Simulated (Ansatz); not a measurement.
# AlN: one candidate of a structure search, part 2 of 2

Aim: relax a trial structure of AlN and see where it ends.

Ansatz 0.2.0; DFT PBE, scalar-relativistic, plane waves, PAW. The steps go on from the part before.

## 4. Final relaxation

The end of the coarse run is made exact in the group found at a tolerance of 0.06 Å and reduced to its primitive cell.

Contents of input.yaml:

```yaml
crystal:
  lattice:
    - [-2.9018046139, 3.9989419126, 2.8059830075]
    - [2.9018046139, -3.9989419126, 2.8059830075]
    - [2.9018046139, 3.9989419126, -2.8059830075]
  atoms:
    - { symbol: Al, position: [0.3513016792, 0.4105344551, 0.7618361343] }
    - { symbol: Al, position: [0.1486983208, 0.9105344551, 0.0592327759] }
    - { symbol: Al, position: [0.8513016792, 0.0894655449, 0.9407672241] }
    - { symbol: Al, position: [0.6486983208, 0.5894655449, 0.2381638657] }
    - { symbol: Al, position: [0.75, 0.25, 0.5] }
    - { symbol: Al, position: [0.25, 0.75, 0.5] }
    - { symbol: "N", position: [0.3440956942, 0.0879671991, 0.4320628933] }
    - { symbol: "N", position: [0.1559043058, 0.5879671991, 0.7438715049] }
    - { symbol: "N", position: [0.25, 0.25, 0.0] }
    - { symbol: "N", position: [0.75, 0.75, 0.0] }
    - { symbol: "N", position: [0.8440956942, 0.4120328009, 0.2561284951] }
    - { symbol: "N", position: [0.6559043058, 0.9120328009, 0.5679371067] }
basis:
  ecutwfc: 420
kpoints:
  mp_grid: { grid: [6, 6, 6] }
hamiltonian:
  xc: pbe
scf:
  occupations: { method: gaussian, width: 0.02 }
output:
  forces: true
  stress: true
  eigenvalues: true
  write_density: true
  write_potential: true
  elf: true
  volumetric_format: npy
relax:
  adjacent_minimum: "off"
  f_tol: 0.01
  max_steps: 80
  cell: { stress_tol: 0.05 }
```

Command:

```bash
> ansatz run input.yaml --threads 1 --pin off --max-ram 2560MiB --backend cpu --events-out ev --progress --plain --runs-dir out
```

The program printed:

```text
Warning: RAYON_NUM_THREADS=1 ignored (pool sized by the plan → 1); use --threads N
Engine: ansatz 0.2.0, x86_64-unknown-linux-gnu
Pseudopotentials: kind: paw
Pseudopotential: Al, paw, valence charge 3, recommended cutoff 420 eV (normal), Al.paw.azcp
Pseudopotential: N, paw, valence charge 5, recommended cutoff 420 eV (normal), N.paw.azcp
Functional definition: PBE
  parameter kappa = 0.804
  parameter beta = 0.06672455060314922
  exchange = pbe_x(kappa = kappa, mu = beta*pi^2/3)
  correlation = pbe_c(beta = beta)
Crystal: 12 atoms, lattice volume = 130.244 Å³
Basis set: ecut = 420 eV, 2557 PW (Γ), exchange–correlation on 80×80×80 points (8 copies of the dense FFT grid, shifted against one another)
Bands: 36, of which v1, the nominal top of the filled ones, is band 24 counted from 1 (23 counted from 0)
Symmetry: 8 space group operations
Space group: Ibam (ITA 72), of the structure as read, at distance tolerance 5.1e-5 Å
k-points: 46 of 216
Non-local potential: Al, projectors of the file, l = 0: 2, l = 1: 2, l = 2: 1
Non-local potential: N, projectors of the file, l = 0: 2, l = 1: 2, l = 2: 1
PAW form: soft (Blöchl's): semilocal exchange-correlation on the pseudo side does not see the compensation charge
PAW one-centre angular grid: Al, 110 points (default); XC on 64 Gauss nodes
PAW one-centre angular grid: N, 110 points (default); XC on 64 Gauss nodes
Initial density: superposition of atomic densities (neutral atoms: chi_scale 0, normalization atom), corrected by the library's trained network
Initial wavefunctions: pseudopotential atomic-orbital guess
Functional: x = pbe(κ = 0.804, μ = 0.2195149727645171), c = pbe(β = 0.06672455060314922)
SCF iter   1: F=—  HF=-5543.137459 eV  |F-HF|=—  |Δ(HF+E_count)|=         —  Δρ=1.99e-3  dr2=2.14e-3  ethr=1.77e-3  ⟨swp⟩=6.7  Hψ=8388  notcnv=0  defer=14
preconditioner: auto → Resta (q_TF=auto, 2.310 Å⁻¹)  ε∞=4.2  [insulator: Δε(μ)=2.693 eV  Ē_g=12.623 eV  σ=0.020 eV  W_gap=1.00  n_scr=26 (ndim 8)  ℏωp=22.5 eV  f_vac=0.000  D(μ)=0.00/eV (n_scr^D=0)  ε∞_Penn≈4.2]
SCF iter   2: F=—  HF=-5543.137158 eV  |F-HF|=—  |Δ(HF+E_count)|=   3.00e-4  Δρ=1.01e-3  dr2=6.68e-4  ethr=4.45e-6  ⟨swp⟩=2.0  Hψ=2872  notcnv=0  defer=175
SCF iter   3: F=—  HF=-5543.137625 eV  |F-HF|=—  |Δ(HF+E_count)|=   4.66e-4  Δρ=4.63e-4  dr2=2.60e-4  ethr=1.39e-6  ⟨swp⟩=2.0  Hψ=2510  notcnv=0  defer=175
SCF iter   4: F=—  HF=-5543.137571 eV  |F-HF|=—  |Δ(HF+E_count)|=   5.38e-5  Δρ=1.08e-4  dr2=1.54e-5  ethr=5.42e-7  ⟨swp⟩=2.1  Hψ=2216  notcnv=0  defer=175
SCF iter   5: F=—  HF=-5543.137657 eV  |F-HF|=—  |Δ(HF+E_count)|=   8.64e-5  Δρ=3.03e-5  dr2=7.99e-7  ethr=3.21e-8  ⟨swp⟩=2.0  Hψ=2224  notcnv=0  defer=175
SCF iter   6: F=—  HF=-5543.137658 eV  |F-HF|=—  |Δ(HF+E_count)|=   3.64e-7  Δρ=1.74e-5  dr2=3.89e-7  ethr=1.66e-9  ⟨swp⟩=2.1  Hψ=2442  notcnv=0  defer=175
SCF iter   7: F=-5543.137658 eV  HF=-5543.137658 eV  |F-HF|=2.65e-10  |Δ(HF+E_count)|=   7.10e-8  Δρ=3.50e-6  dr2=1.32e-8  ethr=2.08e-10  ⟨swp⟩=11.5  Hψ=10805  notcnv=0
SCF 1 converged in 7 iterations: F = -5543.137658 eV  dr2 = 1.32e-8
relax step   1: F+E_penalty+E_count = -5543.13765756 eV  Δ(F+E_penalty+E_count) = +0.000e0 eV  max|allowed force component| = 2.238e-2 eV/Å  Δτ_max = 0.0000 Å  P = +0.156 GPa  Ω = 130.244 Å³  (7 SCF iters, dr2 threshold 1.00e-7 eV, accepted)
Crystal: 12 atoms, lattice volume = 130.293 Å³
Initial density: handed on by an earlier stage of this run
Initial wavefunctions: those handed on with the density
iter 1 solved again at ethr=1.03e-7 eV; its pass at ethr=3.10e-3 eV (dr2=4.93e-5 eV) is discarded
SCF iter   1: F=—  HF=-5543.137595 eV  |F-HF|=—  |Δ(HF+E_count)|=         —  Δρ=1.81e-4  dr2=5.09e-5  ethr=1.03e-7  ⟨swp⟩=2.7  Hψ=6441  notcnv=0
preconditioner: auto → Resta (q_TF=auto, 2.310 Å⁻¹)  ε∞=4.2  [insulator: Δε(μ)=2.682 eV  Ē_g=12.617 eV  σ=0.020 eV  W_gap=1.00  n_scr=26 (ndim 8)  ℏωp=22.5 eV  f_vac=0.000  D(μ)=0.00/eV (n_scr^D=0)  ε∞_Penn≈4.2]
SCF iter   2: F=—  HF=-5543.137669 eV  |F-HF|=—  |Δ(HF+E_count)|=   7.38e-5  Δρ=7.39e-5  dr2=7.30e-6  ethr=1.03e-7  ⟨swp⟩=2.0  Hψ=2435  notcnv=0
SCF iter   3: F=—  HF=-5543.137667 eV  |F-HF|=—  |Δ(HF+E_count)|=   1.60e-6  Δρ=3.37e-5  dr2=1.67e-6  ethr=1.52e-8  ⟨swp⟩=2.0  Hψ=2544  notcnv=0
SCF iter   4: F=-5543.137667 eV  HF=-5543.137667 eV  |F-HF|=1.54e-8  |Δ(HF+E_count)|=   3.05e-7  Δρ=7.10e-6  dr2=5.67e-8  ethr=5.70e-10  ⟨swp⟩=7.5  Hψ=10554  notcnv=0
SCF 2 converged in 4 iterations: F = -5543.137667 eV  dr2 = 5.67e-8
relax step   2: F+E_penalty+E_count = -5543.13766667 eV  Δ(F+E_penalty+E_count) = -9.105e-6 eV  max|allowed force component| = 1.823e-2 eV/Å  Δτ_max = 0.0010 Å  P = +0.081 GPa  Ω = 130.293 Å³  energy of the carried Pulay correction = -1.449e-4 eV  (4 SCF iters, dr2 threshold 2.73e-7 eV, accepted)
Crystal: 12 atoms, lattice volume = 130.341 Å³
Basis set: ecut = 420 eV, 2565 PW (Γ), exchange–correlation on 80×80×80 points (8 copies of the dense FFT grid, shifted against one another)
iter 1 solved again at ethr=1.79e-7 eV; its pass at ethr=3.10e-3 eV (dr2=8.60e-5 eV) is discarded
SCF iter   1: F=—  HF=-5543.137559 eV  |F-HF|=—  |Δ(HF+E_count)|=         —  Δρ=2.46e-4  dr2=8.89e-5  ethr=1.79e-7  ⟨swp⟩=2.4  Hψ=6348  notcnv=0
preconditioner: auto → Resta (q_TF=auto, 2.310 Å⁻¹)  ε∞=4.2  [insulator: Δε(μ)=2.678 eV  Ē_g=12.613 eV  σ=0.020 eV  W_gap=1.00  n_scr=26 (ndim 8)  ℏωp=22.5 eV  f_vac=0.000  D(μ)=0.00/eV (n_scr^D=0)  ε∞_Penn≈4.2]
SCF iter   2: F=—  HF=-5543.137625 eV  |F-HF|=—  |Δ(HF+E_count)|=   6.64e-5  Δρ=9.80e-5  dr2=1.16e-5  ethr=1.79e-7  ⟨swp⟩=2.1  Hψ=2462  notcnv=0
SCF iter   3: F=—  HF=-5543.137619 eV  |F-HF|=—  |Δ(HF+E_count)|=   6.01e-6  Δρ=4.66e-5  dr2=2.90e-6  ethr=2.42e-8  ⟨swp⟩=2.0  Hψ=2517  notcnv=0
SCF iter   4: F=—  HF=-5543.137619 eV  |F-HF|=—  |Δ(HF+E_count)|=   4.32e-7  Δρ=9.37e-6  dr2=1.04e-7  ethr=6.04e-9  ⟨swp⟩=2.8  Hψ=2747  notcnv=0
SCF iter   5: F=-5543.137619 eV  HF=-5543.137619 eV  |F-HF|=9.22e-10  |Δ(HF+E_count)|=  3.38e-10  Δρ=3.51e-6  dr2=1.35e-8  ethr=1.16e-10  ⟨swp⟩=9.4  Hψ=9398  notcnv=0
SCF 3 converged in 5 iterations: F = -5543.137619 eV  dr2 = 1.35e-8
relax step   3: F+E_penalty+E_count = -5543.13761850 eV  Δ(F+E_penalty+E_count) = +4.816e-5 eV  max|allowed force component| = 3.859e-3 eV/Å  Δτ_max = 0.0013 Å  P = -0.018 GPa  Ω = 130.341 Å³  energy of the carried Pulay correction = -2.857e-4 eV  (5 SCF iters, dr2 threshold 5.59e-8 eV, accepted)
[... 10 lines left out ...]
relax step   4: F+E_penalty+E_count = -5543.13787823 eV  Δ(F+E_penalty+E_count) = -2.597e-4 eV  max|allowed force component| = 3.861e-3 eV/Å  Δτ_max = 0.0000 Å  P = -0.014 GPa  Ω = 130.341 Å³  stress off target by 5.15e-2 GPa  SCF on the basis re-selected at this cell (its energy is not comparable with the rows above)  (5 SCF iters)
[... 10 lines left out ...]
relax step   5: F+E_penalty+E_count = -5543.13792365 eV  Δ(F+E_penalty+E_count) = -4.542e-5 eV  max|allowed force component| = 4.402e-3 eV/Å  Δτ_max = 0.0004 Å  P = -0.007 GPa  Ω = 130.330 Å³  energy of the carried Pulay correction = +3.025e-5 eV  (5 SCF iters, dr2 threshold 6.64e-9 eV, accepted)
iter 1 solved again at ethr=1.85e-7 eV; its pass at ethr=3.10e-3 eV (dr2=8.89e-5 eV) is discarded
SCF iter   1: F=—  HF=-5543.137823 eV  |F-HF|=—  |Δ(HF+E_count)|=         —  Δρ=4.11e-6  dr2=1.01e-8  ethr=1.85e-7  ⟨swp⟩=3.2  Hψ=13184  notcnv=0
eigensolver tolerance schedule: the retry pair's looser diagonalisation over-reported the residual by 8784.21 of it (diagonalisation noise at 1.10 of the residual, at the tolerance the schedule requests for it); recorded, not acted on — ethr = c·dr2/N_el stays at c = 1.0e-1
SCF iter   2: F=—  HF=-5543.137907 eV  |F-HF|=—  |Δ(HF+E_count)|=   8.38e-5  Δρ=2.14e-6  dr2=2.96e-9  ethr=2.11e-11  ⟨swp⟩=3.1  Hψ=3607  notcnv=0
SCF iter   3: F=—  HF=-5543.137907 eV  |F-HF|=—  |Δ(HF+E_count)|=   2.90e-9  Δρ=1.32e-6  dr2=6.95e-10  ethr=6.17e-12  ⟨swp⟩=2.1  Hψ=2598  notcnv=0
SCF iter   4: F=-5543.137907 eV  HF=-5543.137907 eV  |F-HF|=1.47e-10  |Δ(HF+E_count)|=   4.33e-9  Δρ=2.57e-7  dr2=3.09e-11  ethr=1.00e-12  ⟨swp⟩=4.7  Hψ=8099  notcnv=0
SCF 6 converged in 4 iterations: F = -5543.137907 eV  dr2 = 3.09e-11
relax step   6: F+E_penalty+E_count = -5543.13790679 eV  Δ(F+E_penalty+E_count) = +1.686e-5 eV  max|allowed force component| = 4.402e-3 eV/Å  Δτ_max = 0.0000 Å  P = -0.007 GPa  Ω = 130.330 Å³  stress off target by 1.76e-2 GPa  SCF on the basis re-selected at this cell (its energy is not comparable with the rows above)  (4 SCF iters)
basis re-selected at this cell: Δ(F+E_penalty+E_count) = +1.686e-5 eV, ΔP = -0.000 GPa vs the last step (what re-selecting the basis moved, of the pressure what is left beyond the Pulay correction that the steps carried, after the strain that the cell walked since its last selection, with what the two solves' SCF thresholds leave and, on support functions, any second-order correction that the steps lacked; it is no measure of the basis error at this ecutwfc). This SCF's stress stands 1.76e-2 GPa from its target on what of the cell is left free (relax.cell.stress_tol is 5.00e-2 GPa) and its largest allowed force component is 4.40e-3 eV/Å (relax.f_tol is 1.00e-2 eV/Å): within both
SCF converged after 4 iterations
Free energy (F): -5543.137907 eV
Harris-Foulkes:  -5543.137907 eV  (|F-HF|=1.47e-10)
Internal energy: -5543.137907 eV  (E = F + TS)
E sigma→0 (E₀):  -5543.137907 eV
Fermi energy:    8.812181 eV
--- Per-component energies (eV) ---
  E_band       = 75.092125
  E_kinetic    = 952.216575
  E_local      = -1409.603531  (includes V_loc(G=0)·N_el)
  E_nonlocal   = 330.839467
  E_hartree    = 492.897117
  E_xc         = -609.500987
  E_vxc        = -645.871840  (∫ρ·V_xc dr)
  E_paw        = -3569.620891  (= ΣΔE_a)
  E_vpaw       = -138.283376  (= ΣTr[D̂ρ^β])
  E_aug_tail   = 0.000585  (compensation charges beyond the density's cutoff)
  E_ewald      = -1730.366242
  E_smearing   = -0.000000  (= −TS)
  E_closure    = 0.000000  (closes the sum)
  Σ components = -5543.137907   (vs F -5543.137907, Δ=0.00e0)
--- Forces (eV/Å), atoms counted from 1 ---
  atom   1  Al     0.00440236    -0.00098126     0.00000000
  atom   2  Al     0.00440236     0.00098126    -0.00000000
  atom   3  Al    -0.00440236    -0.00098126     0.00000000
  atom   4  Al    -0.00440236     0.00098126     0.00000000
  atom   5  Al     0.00000000     0.00000000     0.00000000
  atom   6  Al     0.00000000     0.00000000     0.00000000
  atom   7  N     -0.00360017    -0.00054086     0.00000000
  atom   8  N     -0.00360017     0.00054086     0.00000000
  atom   9  N      0.00000000     0.00000000     0.00000000
  atom  10  N     -0.00000000     0.00000000     0.00000000
  atom  11  N      0.00360017    -0.00054086     0.00000000
  atom  12  N      0.00360017     0.00054086     0.00000000
  max |Σ_I F_I| component: 2.17e-19 eV/Å
--- Stress (GPa, compression-positive) ---
       -0.011465       0.000000       0.000000
        0.000000       0.007083       0.000000
        0.000000       0.000000      -0.017638
  P = ⅓ Tr σ = -0.0073 GPa (-0.073 kbar)
--- Band table (eV; the first three rows and the last of 46) ---
  k-point 0: bands = ["-8.3609", "-6.2823", "-6.0963", "-5.9124", "-5.7816", "-5.6505", "0.6476", "1.5611", "2.0759", "2.1768", "2.1931", "2.4474", "2.4943", "4.0348", "4.2832", "4.6095", "5.0553", "5.5537", "5.8065", "6.1214", "6.4435", "6.5688", "6.8025", "7.4716", "10.1528", "12.5854", "13.4795", "13.5136", "13.9169", "13.9199", "14.3801", "15.3890", "15.7447", "16.1127", "16.1477", "16.3243"]
  k-point 1: bands = ["-8.2515", "-6.4816", "-6.1663", "-5.9479", "-5.6608", "-5.6557", "0.6268", "1.4283", "1.9259", "1.9663", "2.5656", "2.5879", "3.0805", "4.1840", "4.4352", "4.6628", "4.7192", "5.3118", "5.8986", "5.9186", "6.3109", "6.5778", "6.7473", "7.3036", "10.7527", "12.5023", "13.2265", "13.3954", "13.6488", "14.2244", "14.3710", "15.1981", "15.2104", "15.7316", "16.2314", "16.7766"]
  k-point 2: bands = ["-7.9377", "-6.9339", "-6.2521", "-6.0354", "-5.6659", "-5.4925", "0.6635", "1.1522", "1.6508", "2.3159", "2.9995", "3.2093", "3.5116", "3.9007", "4.3603", "4.7304", "4.7461", "5.3590", "5.4432", "6.0381", "6.2189", "6.5174", "6.6144", "6.9035", "11.8230", "12.5520", "12.5804", "12.9061", "13.1586", "14.2547", "14.6085", "14.7822", "14.9712", "15.5524", "15.6962", "16.7542"]
  k-point 45: bands = ["-7.3568", "-6.8874", "-6.7214", "-6.5009", "-5.7157", "-5.4731", "1.1906", "1.4025", "1.8496", "2.6357", "2.6696", "3.4325", "3.5852", "3.7437", "4.2529", "4.5804", "4.9036", "5.0908", "5.6402", "5.8889", "6.0332", "6.2942", "6.5609", "7.2132", "12.1795", "12.1941", "12.7499", "13.0240", "13.0260", "13.7753", "14.3530", "14.4079", "14.9753", "15.1956", "15.5157", "15.5480"]
--- Relaxed structure (4 steps of the walk, 4 accepted, 2 SCFs on fresh bases) ---
  F+E_penalty+E_count = -5543.13790679 eV   max|allowed force component| = 4.402e-3 eV/Å   (the final SCF, on the basis selected at the relaxed cell)
  cell:  # Å, volume = 130.3296 Å³
    - [-2.8997808257588904, 4.000712797158964, 2.808540405766635]
    - [2.8997808257588904, -4.000712797158964, 2.808540405766635]
    - [2.8997808257588904, 4.000712797158964, -2.808540405766635]
  atoms:
    - { symbol: Al, position: [0.35128899437906086, 0.41017706490846734, 0.7614660592875282] }
    - { symbol: Al, position: [0.1487110056209393, 0.9101770649084675, 0.05888807052940653] }
    - { symbol: Al, position: [0.8512889943790607, 0.08982293509153258, 0.9411119294705934] }
    - { symbol: Al, position: [0.6487110056209391, 0.5898229350915327, 0.2385339407124718] }
    - { symbol: Al, position: [0.75, 0.24999999999999997, 0.49999999999999994] }
    - { symbol: Al, position: [0.24999999999999997, 0.7500000000000001, 0.5000000000000001] }
    - { symbol: N, position: [0.34400894885025396, 0.08752416340612089, 0.43153311225637486] }
    - { symbol: N, position: [0.155991051149746, 0.587524163406121, 0.743515214555867] }
    - { symbol: N, position: [0.25, 0.25, 1.7703514263749727e-21] }
    - { symbol: N, position: [0.75, 0.75, 1.7703514263749392e-21] }
    - { symbol: N, position: [0.844008948850254, 0.4124758365938791, 0.256484785444133] }
    - { symbol: N, position: [0.655991051149746, 0.9124758365938791, 0.5684668877436251] }
```

Run time: 46 s. Hardware: 1 thread of Intel Xeon Platinum 8488C (Sapphire Rapids), shared host; peak memory 0.54 GiB.

Step by step:

```csv
step,energy from step 1 (eV/cell),largest force component (eV/Å),pressure (GPa),volume (Å³)
1,0.0000,0.0224,0.16,130.24
2,0.0000,0.0182,0.08,130.29
3,0.0000,0.0039,-0.02,130.34
4,-0.0002,0.0039,-0.01,130.34
5,-0.0003,0.0044,-0.01,130.33
6,-0.0002,0.0044,-0.01,130.33
```

Step 1 is the start. Steps 4, 6 each repeat the geometry before them on a plane-wave basis chosen anew, so the energy can jump there without any move.

Lengths and angles in the start's conventional setting:

|  | before | after | change |
| --- | --- | --- | --- |
| a (Å) | 5.804 | 5.800 | -0.1 % |
| b (Å) | 7.998 | 8.001 | 0.0 % |
| c (Å) | 5.612 | 5.617 | +0.1 % |
| volume (Å³/atom) | 10.85 | 10.86 | +0.1 % |
| shortest distance (Å) | 1.872 | 1.871 | 0.0 % |
| space group (0.01 Å) | Ibam | Ibam | same |

The run keeps the 8 symmetry operations of the start, so it could not have lowered the symmetry.

Axes a, b and c in the maps are those of this run's conventional cell (a, b, c = 5.800, 8.001, 5.617 Å).

Density in a lattice plane of the grid's cell (edges 5.80 and 8.00 Å, at 0.000 of the third edge), which holds Al and N.

Ten even steps from '0' (0.04 e/Å³) to '9' (3.59 e/Å³):
```
000000111100000000
000001366310000000
000012799610000000
000002588410000000
210000122210000122
410000000000002588
610000000000012799
310000000000001366
100000000000000111
000000000000000000
111100000000000000
366310000000000001
699721000000000001
488520000000000001
222100001222100001
000000001488520000
000000001699721000
000000001366310000
000000000111100000
000000000000000000
```
Columns run along the first of these edges and rows up along the second, over one cell in 18 and 20 even steps from the bottom left corner. Atoms in the plane (fractional): Al at (0.41, 0.35), Al at (0.91, 0.15), Al at (0.09, 0.85), Al at (0.59, 0.65), N at (0.09, 0.34), N at (0.59, 0.16), N at (0.41, 0.84), N at (0.91, 0.66).

ELF in the same plane.

Ten even steps from ' ' (0.00) to '@' (0.89):
```
::....  ::++##%%##**--..        ..::
        ++%%%%##%%@@##==..      ....
        ##@@%%..::%%%%++..    ......
++      %%@@@@**##@@@@**....--++####
@@%%--..++%%%%@@@@@@%%--..++%%%%@@@@
@@@@**....--++####==      %%@@@@**##
%%%%++..    ......        ##@@%%..::
@@##==..      ....        ++%%%%##%%
**--..        ..::::....  ::++##%%##
..::::::..  ....::::::....  ..::::::
**##%%##++::  ....::::..        ..--
@@%%##%%%%++        ....      ..==##
%%::..%%@@##        ......    ..++%%
@@##**@@@@%%      ==####++--....**@@
@@@@@@%%%%++..--%%@@@@@@%%%%++..--%%
++####++--....**@@@@##**@@@@%%      
  ......    ..++%%%%::..%%@@##      
  ....      ..==##@@%%##%%%%++      
::::..        ..--**##%%##++::  ....
::::....  ..::::::..::::::..  ....::
```
Columns run along the first of these edges and rows up along the second, over one cell in 18 and 20 even steps from the bottom left corner. Atoms in the plane (fractional): Al at (0.41, 0.35), Al at (0.91, 0.15), Al at (0.09, 0.85), Al at (0.59, 0.65), N at (0.09, 0.34), N at (0.59, 0.16), N at (0.41, 0.84), N at (0.91, 0.66).

Both are smooth fields of the valence electrons: close to the nuclei they are not physical.

Maxima of ELF outside the ion cores: 0.89 on the N–Al line, 0.9 Å from N; 0.87 in the shell around N, 0.7 Å from N.

## 5. Results

What follows sums up all 2 parts. Changes of volume or cell count from the first structure of part 1.

| quantity | value |
| --- | --- |
| symmetry at the end (tolerance 0.02 Å) | space group Ibam (No. 72) |
| conventional cell | a = 5.800 Å, b = 8.001 Å, c = 5.617 Å, α = 90.00°, β = 90.00°, γ = 90.00° |
| volume | 10.86 Å³/atom |
| energy over the elements (uncorrected; H, N, O, F and Cl as molecules) | -1.17 eV/atom |
| gap on the mesh | 2.68 eV |

What this shows: The space group Ibam (No. 72) is kept, and the volume per atom grows by 15.3 % from the first guess. A negative formation energy is needed for stability but isn't enough; other structures and compounds were not set against it here. No finished test with a distortion of lower symmetry is shown, so the end may be a saddle point.
